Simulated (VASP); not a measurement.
# Si (P6_3/mmc) in VASP: settings compared, part 2 of 2

VASP 6.6.1.

## (3) Relaxation of cell and atoms, HSE06

This run uses another cell than the first one, of 20.05 Å³/atom, 0.996 times its volume.

Input file POSCAR:

```
Si                                      
1.0
    3.8266712449      0.0000000000      0.0000000000
   -1.9133356225      3.3139945101     -0.0000000000
    0.0000000000      0.0000000000      6.3256378062
  Si            
     4
Direct
     0.3333333300000021    0.6666666699999979    0.0629719524695537
     0.6666666699999979    0.3333333300000021    0.5629719524695537
     0.3333333300000021    0.6666666699999979    0.4370280475304463
     0.6666666699999979    0.3333333300000021    0.9370280475304463
```

Input file INCAR.step1:

```
  ALGO = Normal
  EDIFF = 1E-5
  ENCUT = 520
  GGA = PE
  ISMEAR = 0
  KPAR = 4
  LASPH = True
  LCHARG = False
  LREAL = False
  LWAVE = True
  NELM = 80
  PREC = Accurate
  SIGMA = 0.03
```

Input file INCAR.step2:

```
  ALGO = Normal
  EDIFF = 1E-6
  EDIFFG = -0.01
  ENCUT = 520
  GGA = PE
  HFSCREEN = 0.2
  IBRION = 2
  ISIF = 3
  ISMEAR = 0
  ISTART = 1
  KPAR = 4
  LASPH = True
  LCHARG = False
  LHFCALC = True
  LREAL = False
  LWAVE = False
  NELM = 80
  NSW = 25
  PREC = Accurate
  PRECFOCK = Fast
  SIGMA = 0.03
```

Input file KPOINTS:

```
k-points
0
Gamma
  6 6 3
```

Potentials or basis: VASP PAW PBE potentials, release 64 (Si).

Command:

```
> cat potpaw_PBE.64/Si/POTCAR > POTCAR
> cp INCAR.step1 INCAR
> mpirun -np 4 vasp_std > vasp.out
> cp INCAR.step2 INCAR
> mpirun -np 4 vasp_std > vasp.out
```

OUTCAR:

```text
EDIFF = 1E-6
   EDIFFG = -0.01
   ENCUT = 520
   GGA = PE
   HFSCREEN = 0.2
   IBRION = 2
   ISIF = 3
   ISMEAR = 0
   ISTART = 1
   LASPH = True
   LHFCALC = True
   LREAL = False
   NELM = 80
   NSW = 25
   PREC = Accurate
   PRECFOCK = Fast

 ion  position               nearest neighbor table
   1  0.333  0.667  0.063-   4 2.35   4 2.35   4 2.35   3 2.37
   2  0.667  0.333  0.563-   3 2.35   3 2.35   3 2.35   4 2.37
   3  0.333  0.667  0.437-   2 2.35   2 2.35   2 2.35   1 2.37
   4  0.667  0.333  0.937-   1 2.35   1 2.35   1 2.35   2 2.37

  LATTYP: Found a hexagonal cell.
 ALAT       =     3.8266712449
 C/A-ratio  =     1.6530392609

  Lattice vectors:

 A1 = (   3.8266712449,   0.0000000000,   0.0000000000)
 A2 = (  -1.9133356225,   3.3139945101,   0.0000000000)
 A3 = (   0.0000000000,   0.0000000000,   6.3256378062)

Analysis of symmetry for initial positions (statically):
=====================================================================
 Subroutine PRICEL returns:
 Original cell was already a primitive cell.
[... 239 lines left out ...]
      7       5.7321      2.00000
      8       5.7321      2.00000
      9       7.4520      0.00000
     10       8.4628      0.00000
     11       8.4628      0.00000
     12       8.8663      0.00000
[... 181 lines left out ...]
 k-point    14 :       0.3333    0.3333    0.3333
  band No.  band energies     occupation
      1      -4.1032      2.00000
      2      -4.1032      2.00000
      3      -2.2741      2.00000
      4      -2.2741      2.00000
      5       0.3977      2.00000
      6       1.3503      2.00000
      7       3.0671      2.00000
      8       3.0671      2.00000
      9       8.6367      0.00000
     10       8.7061      0.00000
     11       8.7061      0.00000
     12      11.5992      0.00000

------------------------ aborting loop because EDIFF is reached ----------------------------------------

  FORCE on cell =-STRESS in cart. coord.  units (eV):
  Direction    XX          YY          ZZ          XY          YZ          ZX
  --------------------------------------------------------------------------------------
  -------------------------------------------------------------------------------------
  Total        0.0112174      0.0112174     -0.0005316     -0.0000000      0.0000000      0.0000000
  in kB        0.2240911      0.2240911     -0.0106194     -0.0000000      0.0000000      0.0000000
  external PRESSURE =       0.1458543 kB  Pullay stress =       0.0000000 kB

 VOLUME and BASIS-vectors are now :
 -----------------------------------------------------------------------------
  energy-cutoff  :      520.00
  volume of cell :       80.20
      direct lattice vectors                 reciprocal lattice vectors
     3.827315028 -0.000000000  0.000000000     0.261279773  0.150849947  0.000000000
    -1.913657514  3.314552043  0.000000000     0.000000000  0.301699894  0.000000000
     0.000000000  0.000000000  6.322051463     0.000000000  0.000000000  0.158176504

 POSITION                                       TOTAL-FORCE (eV/Angst)
 -----------------------------------------------------------------------------------
     -0.00000      2.20970      0.39762         0.000000     -0.000000     -0.004177
      1.91366      1.10485      3.55865        -0.000000      0.000000     -0.004177
     -0.00000      2.20970      2.76340        -0.000000      0.000000      0.004177
      1.91366      1.10485      5.92443         0.000000      0.000000      0.004177
 -----------------------------------------------------------------------------------
    total drift:                               -0.000000      0.000000     -0.000000

  FREE ENERGIE OF THE ION-ELECTRON SYSTEM (eV)
  ---------------------------------------------------
  free  energy   TOTEN  =       -25.0952768315 eV

  energy  without entropy=      -25.0952768315  energy(sigma->0) =      -25.09527683

 reached required accuracy - stopping structural energy minimisation
```

OUTCAR.step1:

```text
EDIFF = 1E-5
   ENCUT = 520
   GGA = PE
   ISMEAR = 0
[... 429 lines left out ...]
     -0.00000      2.20933      0.39834        -0.000000      0.000000     -0.002574
      1.91334      1.10466      3.56116        -0.000000     -0.000000     -0.002574
     -0.00000      2.20933      2.76448         0.000000      0.000000      0.002574
      1.91334      1.10466      5.92730         0.000000     -0.000000      0.002574
 -----------------------------------------------------------------------------------
    total drift:                               -0.000001      0.000001     -0.000000

  FREE ENERGIE OF THE ION-ELECTRON SYSTEM (eV)
  ---------------------------------------------------
  free  energy   TOTEN  =       -21.6108438033 eV

  energy  without entropy=      -21.6108438033  energy(sigma->0) =      -21.61084380
```

OSZICAR.step1:

```text
N       E                     dE             d eps       ncg     rms          rms(c)
DAV:   1     0.367813029988E+02    0.36781E+02   -0.62509E+03   336   0.110E+03
DAV:   2    -0.193888414884E+02   -0.56170E+02   -0.51336E+02   460   0.147E+02
DAV:   3    -0.219362105737E+02   -0.25474E+01   -0.24597E+01   440   0.302E+01
DAV:   4    -0.219799556170E+02   -0.43745E-01   -0.43612E-01   408   0.478E+00
DAV:   5    -0.219810466460E+02   -0.10910E-02   -0.10890E-02   444   0.704E-01    0.690E+00
DAV:   6    -0.217253110764E+02    0.25574E+00   -0.12803E-01   380   0.203E+00    0.423E+00
DAV:   7    -0.216080384355E+02    0.11727E+00   -0.26799E-01   384   0.304E+00    0.252E-01
DAV:   8    -0.216102166450E+02   -0.21782E-02   -0.14328E-02   404   0.799E-01    0.978E-02
DAV:   9    -0.216107132060E+02   -0.49656E-03   -0.72940E-04   412   0.197E-01    0.820E-02
DAV:  10    -0.216108439968E+02   -0.13079E-03   -0.19004E-04   392   0.895E-02    0.150E-02
DAV:  11    -0.216108438033E+02    0.19349E-06   -0.20003E-06   268   0.116E-02
   1 F= -.21610844E+02 E0= -.21610844E+02  d E =-.596074E-14
```

It took 2.1 min on 4 MPI ranks of Intel Xeon Platinum 8375C at 2.90GHz (Ice Lake), shared host; peak memory 0.3 GiB.

What came out:

```
Free energy                            : -25.0953 eV
Relaxed volume                         : 20.05 Å³/atom
Relaxed cell                           : a = 3.827 Å, b = 3.827 Å, c = 6.322 Å, α = 90.00°, β = 90.00°, γ = 120.00°
Space group after relaxing (to 0.05 Å) : P6_3/mmc (No. 194)
Energy gained by relaxing              : 0.0 meV/atom
Ionic steps                            : 2
Pressure after relaxing                : 0.0 GPa
Largest force after relaxing           : 0.004 eV/Å
Band gap on the k mesh                 : 0.98 eV, indirect (least direct gap 1.72 eV)
```

Forces in eV/Å, atoms in the order of the input:
```
Si   0.000  0.000 -0.004
Si   0.000  0.000 -0.004
Si   0.000  0.000  0.004
Si   0.000  0.000  0.004
```

Final structure:
```xyz
4
Lattice="3.8273 0.0000 0.0000 -1.9137 3.3146 0.0000 0.0000 0.0000 6.3221" Properties=species:S:1:pos:R:3 pbc="T T T"
Si    0.0000    2.2097    0.3976
Si    1.9137    1.1049    3.5587
Si    0.0000    2.2097    2.7634
Si    1.9137    1.1049    5.9244
```

Caveat: the PAW data sets were made with another functional, which shifts forces and pressure a little; an odd mesh through Γ misses points on the zone boundary, where band edges often lie.

## (4) Relaxation of cell and atoms, PBE

Input file INCAR:

```
  PREC = Accurate
  ENCUT = 600
  EDIFF = 1E-6
  ISMEAR = 0
  SIGMA = 0.03
  LREAL = F
  LASPH = T
  NELM = 80
  ALGO = Normal
  ISIF = 3
  LWAVE = F
  LCHARG = F
  GGA = PE
  IBRION = 2
  NSW = 90
  EDIFFG = -0.01
```

Input file KPOINTS:

```
Automatic mesh
0
Gamma
  9 9 4
```

Input file POSCAR:

```
Si
1.0
    3.8313174605      0.0000000000      0.0000000000
   -1.9156587303      3.3180182508      0.0000000000
    0.0000000000      0.0000000000      6.3326220002
Si
4
Direct
    0.3333333300      0.6666666700      0.0630095000
    0.6666666700      0.3333333300      0.5630095000
    0.3333333300      0.6666666700      0.4369905000
    0.6666666700      0.3333333300      0.9369905000
```

Command:

```
> cat potpaw_PBE.64/Si/POTCAR > POTCAR
> mpirun -np 1 vasp_std > vasp.out
```

It took 90 s on 1 thread of AMD EPYC 7R43 (Zen 3), shared host; peak memory 0.19 GiB.

It converged, with:

```yaml
Free_energy: -21.6549 eV
Relaxed_volume: 20.42 Å³/atom
Relaxed_cell: a = 3.850 Å, b = 3.850 Å, c = 6.364 Å, α = 90.00°, β = 90.00°, γ = 120.00°
Space_group_after_relaxing_to_0.05_Å: P6_3/mmc (No. 194)
Energy_gained_by_relaxing: 1.2 meV/atom
Ionic_steps: 3
Pressure_after_relaxing: 0.0 GPa
Largest_force_after_relaxing: 0.007 eV/Å
Band_gap_on_the_k_mesh: 0.49 eV, indirect (least direct gap 1.00 eV)
```

Forces in eV/Å, atoms in the order of the input:
```
Si   0.000  0.000 -0.007
Si   0.000  0.000 -0.007
Si   0.000  0.000  0.007
Si   0.000  0.000  0.007
```

Step by step:
```tsv
step	energy change (eV)	largest force (eV/Å)	pressure (GPa)	volume (Å³)
1	0.0000	0.0070	1.36	80.50
2	-0.0028	0.0075	-0.86	82.51
3	-0.0050	0.0073	0.01	81.70
```

Final structure:
```
Si
1.0
     3.85015    0.00000    0.00000
    -1.92508    3.33433    0.00000
     0.00000    0.00000    6.36391
Si
4
Cartesian
  0.0000 2.2229 0.4008
  1.9251 1.1114 3.5827
  0.0000 2.2229 2.7812
  1.9251 1.1114 5.9631
```

Levels at points of the mesh, in eV from the valence-band top:
| k point | band 6 | band 7 | band 8 | band 9 | band 10 | band 11 |
| --- | --- | --- | --- | --- | --- | --- |
| (0.00, 0.00, 0.00) | -0.34 | 0.00 | 0.00 | 1.00 | 2.02 | 2.02 |
| (0.00, 0.00, 0.50) | -0.91 | -0.91 | -0.91 | 1.77 | 1.77 | 2.98 |

Caveat: an odd mesh through Γ misses points on the zone boundary, where band edges often lie.

## (5) Overview

```tsv
level	k mesh	cutoff (eV)	grid for exact exchange (PRECFOCK)	screening parameter	gap on the mesh (eV)	pressure (GPa)	relaxed volume (Å³/atom)
PBEsol	9 × 9 × 4	600	-	-	0.33	0.0	20.05
HSE06	6 × 6 × 3	520	Fast	0.2 1/A	0.98	0.0	20.05
PBE	9 × 9 × 4	600	-	-	0.49	0.0	20.42
```

Alike in all rows: task relaxation of cell and atoms; potentials or basis VASP PAW PBE potentials, release 64 (Si); no spin polarisation; cell relaxed; smearing gaussian 0.03 eV.

Caveats: an odd mesh through Γ misses points on the zone boundary, where band edges often lie; the PAW data sets were made with another functional, which shifts forces and pressure a little (some runs).

Absolute energies hang on the potentials; compare differences alone.
